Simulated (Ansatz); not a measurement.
**Bi2Te3: tests of the settings**

The task, for Bi2Te3: test the k-point mesh on the displaced cell.

Method: DFT PBEsol, scalar-relativistic, plane waves, PAW, in Ansatz 0.2.0.

2 further runs of the same task are left out: 1 for a broken database entry, 1 that didn't finish. Runs told in other sessions of the task aren't counted.

## 1. The starting structure

The structure is trigonal, space group R3m (No. 160). The conventional cell has a = 4.417 Å, b = 4.417 Å, c = 29.840 Å, α = 90.00°, β = 90.00°, γ = 120.00°. Bi (site symmetry 3m) is surrounded by 3 Te at 3.03 Å and 3 Bi at 3.43 Å. Bi (site symmetry 3m) has 3 Te at 3.27 Å and 3 Bi at 3.43 Å in its first shell of neighbours. Around Te (site symmetry 3m) lie 6 Te at 3.04 to 3.45 Å. Te (site symmetry 3m) has 3 Bi at 3.03 Å and 3 Te at 3.45 Å in its first shell of neighbours. Around Te (site symmetry 3m) lie 3 Te at 3.04 Å and 3 Bi at 3.27 Å.

As a file:

```cif
data_structure
_symmetry_space_group_name_H-M 'P 1'
_symmetry_Int_Tables_number 1
_cell_length_a 10.2684
_cell_length_b 10.2684
_cell_length_c 10.2684
_cell_angle_alpha 24.840
_cell_angle_beta 24.840
_cell_angle_gamma 24.840
_cell_volume 168.06
loop_
_atom_site_label
_atom_site_type_symbol
_atom_site_fract_x
_atom_site_fract_y
_atom_site_fract_z
_atom_site_occupancy
Bi1 Bi 0.81200 0.81200 0.81200 1
Bi2 Bi 0.40200 0.40200 0.40200 1
Te1 Te 0.61100 0.61100 0.61100 1
Te2 Te 0.20000 0.20000 0.20000 1
Te3 Te 0.00000 0.00000 0.00000 1
```

Source of the structure: the Crystallography Open Database. It is taken as it stands there.

## 2. The base run, which the others are set against

File input.yaml:

```yaml
crystal:
  lattice:
    - [2.2085012539, 1.2750787934, 9.94667]
    - [-2.2085012539, 1.2750787934, 9.94667]
    - [0.0, -2.5501575869, 9.94667]
  atoms:
    - { symbol: Bi, position: [0.812, 0.812, 0.812] }
    - { symbol: Bi, position: [0.402, 0.402, 0.402] }
    - { symbol: Te, position: [0.611, 0.611, 0.611] }
    - { symbol: Te, position: [0.2, 0.2, 0.2] }
    - { symbol: Te, position: [0.0, 0.0, 0.0] }
basis:
  ecutwfc: 420
kpoints:
  mp_grid: { grid: [12, 12, 12] }
hamiltonian:
  xc: pbesol
scf:
  occupations: { method: gaussian, width: 0.1 }
output:
  forces: true
  stress: true
  eigenvalues: true
  populations: true
  write_density: true
  write_potential: true
  elf: true
  volumetric_format: npy
```

It was run beforehand and gave: -9037.6545 eV/atom at zero smearing, pressure -0.82 GPa, largest force 1.170 eV/Å, no gap on the mesh, in 9 SCF cycles and 2.1 min.

The runs on the displaced cell use a copy made earlier, with the atoms moved and the axes strained (about 1 %) at random, so that forces and shear stress do not vanish.

## 3. K-point mesh on the displaced cell set to 1×1×1

File input.yaml:

```yaml
crystal:
  lattice:
    - [2.3086414384, 1.1493621464, 9.7369475067]
    - [-2.1494152868, 1.1856302726, 9.6969445837]
    - [0.1110221945, -2.6715413054, 9.7600887601]
  atoms:
    - { symbol: Bi, position: [0.8289286942, 0.7994239825, 0.8086857029] }
    - { symbol: Bi, position: [0.4053186939, 0.3978121011, 0.408264418] }
    - { symbol: Te, position: [0.5964299767, 0.6277468824, 0.6142450494] }
    - { symbol: Te, position: [0.1903375333, 0.2057833788, 0.2060576523] }
    - { symbol: Te, position: [-0.027313058, 0.0165551745, 0.0093913521] }
basis:
  ecutwfc: 420
kpoints:
  mp_grid: { grid: [1, 1, 1] }
hamiltonian:
  xc: pbesol
scf:
  occupations: { method: gaussian, width: 0.1 }
output:
  forces: true
  stress: true
  eigenvalues: true
```

Launch:

```bash
$ ansatz run input.yaml --threads 1 --pin off --max-ram 2560MiB --backend cpu --events-out ev --progress --plain --runs-dir out
```

The session goes on with these runs: K-point mesh on the displaced cell set to 2×2×2; K-point mesh on the displaced cell set to 4×4×4; K-point mesh on the displaced cell set to 6×6×6.

What results come out of these runs, taken together?

**Answer**, as computed:

```
                                                                  quantity                                   value
k-point mesh on the displaced cell: within 10 and 1 meV/atom of 8×8×8 from  4×4×4 for 10; none of the others for 1
```

**Reading.** The last step in the k-point mesh on the displaced cell still changes the energy by 1.17 meV/atom: the series is not settled to 1 meV/atom. The gaps on the coarsest meshes are artefacts of sampling: the crystal is a metal on the dense ones. The energy moves one way along this series, and a metal needs dense meshes to resolve its Fermi surface. Forces come within 0.01 eV/Å only at the reference itself. The listed cell is far from this method's equilibrium (-0.8 GPa, forces up to 1.17 eV/Å), so its values are not those of the relaxed crystal. Spin-orbit coupling is left out, which matters for the bands of Bi, Te.
